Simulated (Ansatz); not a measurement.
# H started in the widest void in rocksalt MgO, 65 atoms, charge 0

Wanted: path and barrier of the jump (PBEsol and HSE06).

Program: Ansatz 0.2.0, PAW, plane waves. These are calculated values, not measurements.

## Step 1: Starting point

65 atoms (32 O, 32 Mg, 1 H); a = 8.429 Å, b = 8.429 Å, c = 8.429 Å, α = 90.00°, β = 90.00°, γ = 90.00°. All atoms were shaken off their sites by about 0.02 Å along each axis; atoms next to an added one may be pushed further to make room. Defect site 1: (0.375, 0.375, 0.375). Starting moments add up to 1 μB.

Steps to follow: (2) PBEsol relaxation at the single k point (¼, ¼, ¼), on 1 × NVIDIA GB300 Max-Q with 8 threads of Arm Neoverse-V2; (3) HSE06 single point at the single k point (¼, ¼, ¼), on 1 × NVIDIA GB300 Max-Q with 8 threads of Arm Neoverse-V2; (4) PBEsol band at the single k point (¼, ¼, ¼), on 1 × NVIDIA GB300 Max-Q with 8 threads of Arm Neoverse-V2; (5) HSE06 single point at the single k point (¼, ¼, ¼), on 1 × NVIDIA GB300 Max-Q with 8 threads of Arm Neoverse-V2.

## Step 2: Relaxing the atoms with PBEsol

in.yaml reads:

```yaml
crystal:
  lattice:
    - [8.428808, 0.000000, 0.000000]
    - [0.000000, 8.428808, 0.000000]
    - [0.000000, 0.000000, 8.428808]
  atoms:
    - { symbol: O, position: [0.248365, 0.999434, 0.999950] }
    - { symbol: O, position: [0.250421, 0.005364, 0.498965] }
    - { symbol: O, position: [0.249077, 0.501695, 0.999793] }
    - { symbol: O, position: [0.248193, 0.499937, 0.496034], spin: 0.111 }
    - { symbol: O, position: [0.749456, 0.999042, 0.998218] }
    - { symbol: O, position: [0.751360, 0.997888, 0.494975] }
    - { symbol: O, position: [0.751193, 0.500896, 0.001190] }
    - { symbol: O, position: [0.749895, 0.499662, 0.495752] }
    - { symbol: O, position: [0.002980, 0.249979, 0.998117] }
    - { symbol: O, position: [0.996022, 0.251196, 0.495801] }
    - { symbol: O, position: [0.998499, 0.749677, 0.004291] }
    - { symbol: O, position: [0.000487, 0.750295, 0.501503] }
    - { symbol: O, position: [0.501559, 0.251278, 0.998943] }
    - { symbol: O, position: [0.498064, 0.245016, 0.499053], spin: 0.111 }
    - { symbol: O, position: [0.500089, 0.748459, 0.997372] }
    - { symbol: O, position: [0.501732, 0.753246, 0.500012] }
    - { symbol: O, position: [0.003459, 0.996947, 0.251780] }
    - { symbol: O, position: [0.997760, 0.002332, 0.751322] }
    - { symbol: O, position: [0.998761, 0.501880, 0.250112] }
    - { symbol: O, position: [0.996872, 0.497146, 0.748401] }
    - { symbol: O, position: [0.500174, 0.998332, 0.248688] }
    - { symbol: O, position: [0.501550, 0.999345, 0.748346] }
    - { symbol: O, position: [0.505191, 0.500676, 0.253698], spin: 0.111 }
    - { symbol: O, position: [0.503145, 0.502146, 0.747629] }
    - { symbol: O, position: [0.251190, 0.250442, 0.252423], spin: 0.111 }
    - { symbol: O, position: [0.249264, 0.254724, 0.755076] }
    - { symbol: O, position: [0.253174, 0.747680, 0.251464] }
    - { symbol: O, position: [0.251275, 0.749136, 0.751227] }
    - { symbol: O, position: [0.751882, 0.254018, 0.249357] }
    - { symbol: O, position: [0.751629, 0.251199, 0.753803] }
    - { symbol: O, position: [0.751509, 0.749414, 0.249385] }
    - { symbol: O, position: [0.749530, 0.750199, 0.750981] }
    - { symbol: Mg, position: [0.998586, 0.000208, 0.999746] }
    - { symbol: Mg, position: [0.998498, 0.998879, 0.496523] }
    - { symbol: Mg, position: [0.999720, 0.501589, 0.999565] }
    - { symbol: Mg, position: [0.001265, 0.498801, 0.499258] }
    - { symbol: Mg, position: [0.501683, 0.002036, 0.999756] }
    - { symbol: Mg, position: [0.501377, 0.997330, 0.500490] }
    - { symbol: Mg, position: [0.501759, 0.498655, 0.001101] }
    - { symbol: Mg, position: [0.502077, 0.501421, 0.503412], spin: 0.111 }
    - { symbol: Mg, position: [0.245810, 0.250836, 0.000072] }
    - { symbol: Mg, position: [0.252195, 0.251778, 0.500050], spin: 0.111 }
    - { symbol: Mg, position: [0.252541, 0.749280, 0.999036] }
    - { symbol: Mg, position: [0.248236, 0.750907, 0.502229] }
    - { symbol: Mg, position: [0.753345, 0.251459, 0.000432] }
    - { symbol: Mg, position: [0.750007, 0.250285, 0.500998] }
    - { symbol: Mg, position: [0.744302, 0.754479, 0.998880] }
    - { symbol: Mg, position: [0.752688, 0.750907, 0.503268] }
    - { symbol: Mg, position: [0.246244, 0.000982, 0.250599] }
    - { symbol: Mg, position: [0.247638, 0.999930, 0.748678] }
    - { symbol: Mg, position: [0.244410, 0.499966, 0.248304], spin: 0.111 }
    - { symbol: Mg, position: [0.251684, 0.496871, 0.750665] }
    - { symbol: Mg, position: [0.751042, 0.999481, 0.250906] }
    - { symbol: Mg, position: [0.748028, 0.998761, 0.750216] }
    - { symbol: Mg, position: [0.748794, 0.498206, 0.251021] }
    - { symbol: Mg, position: [0.748813, 0.498997, 0.747721] }
    - { symbol: Mg, position: [0.999771, 0.254484, 0.250019] }
    - { symbol: Mg, position: [0.998976, 0.246489, 0.750226] }
    - { symbol: Mg, position: [0.996668, 0.748917, 0.248504] }
    - { symbol: Mg, position: [0.003106, 0.747406, 0.751186] }
    - { symbol: Mg, position: [0.497435, 0.250510, 0.251950], spin: 0.111 }
    - { symbol: Mg, position: [0.497218, 0.249694, 0.754021] }
    - { symbol: Mg, position: [0.500114, 0.746040, 0.250114] }
    - { symbol: Mg, position: [0.500889, 0.750818, 0.749920] }
    - { symbol: H, position: [0.376354, 0.374554, 0.381677], spin: 0.111 }
  symmetry: { detect: false }
kpoints:
  mp_grid: { grid: [1, 1, 1], shift: [0.25, 0.25, 0.25] }
hamiltonian:
  xc: pbesol
magnetization:
  spin_polarized: true
scf:
  occupations: { method: fermi_dirac, width: 0.01 }
relax:
  f_tol: 0.03
  max_steps: 80
  escape_saddle: false
  adjacent_minimum: "off"
output:
  forces: true
  eigenvalues: true
  populations: true
```

The run is started by

```
ansatz run in.yaml --threads 8 --pin off --max-ram 118750MiB --runs-dir r --events-out ev --progress --plain --backend cuda --devices 0,
```

Further steps of the session: HSE06 on the final geometry; Nudged elastic band for the jump; HSE06 on the same atoms.

Before running it: what results should come out? Wanted: for each run, top filled to lowest empty; moment.

As calculated:

| level | time | top filled to lowest empty (eV) | moment (μB) |
| --- | --- | --- | --- |
| PBEsol, relaxation | 5.1 s (GPU) | 1.25 | 1.00 |
| HSE06 | 30 s (GPU) | 3.09 | 1.00 |
| HSE06, at the band's top | 30 s (GPU) | 3.17 | 1.00 |

```
                   quantity                             value
                 relaxation  4 recorded steps, 0.74 eV gained
              largest shift                      0.13 Å (O25)
barrier forwards, backwards                     0.52, 0.52 eV
                       jump                       H by 2.10 Å
            band iterations                                15
    top less start by HSE06                           0.43 eV
       largest local moment                     +0.48 μB on H
```

The relaxation lowers the energy by 0.74 eV; the largest shift is 0.13 Å (O25). Part of this undoes the random shake of the start. The PBEsol barrier is 0.52 eV forwards and 0.52 eV back, about 20 times kT at 300 K. The cell's size and k points aren't converged for it. The program's check left the order of the top open. On the same two geometries HSE06 gives 0.43 eV. At the same k points, PBEsol gives a spacing 1.84 eV smaller than the 3.09 eV of HSE06. In a defect cell this spacing can involve defect levels, so it need not be the gap.
